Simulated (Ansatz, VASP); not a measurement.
AlCo: VASP beside Ansatz

```
CELL_PARAMETERS angstrom
2.66402 0.00000 0.00000
-1.33201 2.30711 0.00000
0.00000 0.00000 7.47259
ATOMIC_POSITIONS crystal
Co 0.00000 0.00000 0.00000
Co 0.00000 0.00000 0.50000
Al 0.33333 0.66667 0.25000
Al 0.66667 0.33333 0.75000
```

Change from the starting cell: volume scaled by 0.94, norm-conserving files.

Alike in both runs: task single point; functional PBE; k mesh 10 × 10 × 6; occupations fermi-dirac, width 0.05 eV; no spin polarisation.

```csv
,VASP,Ansatz
version,VASP 6.6.1,Ansatz 0.2.0
potentials or method,"VASP PAW PBE potentials, release 64 (Co, Al)","norm-conserving pseudopotentials, scalar-relativistic"
plane-wave cutoff (eV),520,1306
valence electrons in the cell,24,40
```

|  | VASP | Ansatz | Ansatz less VASP |
| --- | --- | --- | --- |
| pressure (GPa) | 11.1 | 11.1 | -0.02 |
| largest component of the traceless stress (GPa) | 0.32 | 0.06 | -0.263 |

The two sets of potentials don't hold the same shells in valence.

Spin polarisation is off, so any magnetic state and its effect on volume and gap are missing.
